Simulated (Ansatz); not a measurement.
AlAs (zincblende type), DFT, PBEsol, PAW with other files of Ansatz's library (source ansatz), scalar-relativistic (Ansatz 0.2.0), on 1 thread of Arm Neoverse V1 (shared host).

Command: `ansatz run input.yaml --threads 1 --pin off --max-ram 2048MiB --backend cpu --events-out ev --progress --plain --runs-dir out`

```yaml
crystal:
  lattice:
    - [0.0, 2.5429622678, 2.5429622678]
    - [2.5429622678, 0.0, 2.5429622678]
    - [2.5429622678, 2.5429622678, 0.0]
  atoms:
    - { symbol: Al, position: [0.0, 0.0, 0.0] }
    - { symbol: As, position: [0.25, 0.25, 0.25] }
kpoints:
  mp_grid: { grid: [13, 13, 13] }
scf:
  occupations: { method: fermi_dirac, width: 0.08 }
hamiltonian:
  xc: pbesol
  pseudopotentials: { kind: paw, source: ansatz }
output:
  forces: true
  stress: true
  eigenvalues: true
```

How large is the problem that the program sets up?

84 irreducible k-points, 1989 plane waves at Γ, 17 bands.

About how long does it take?

15 s of wall time for 7 SCF iterations. Times on shared machines scatter by tens of per cent.
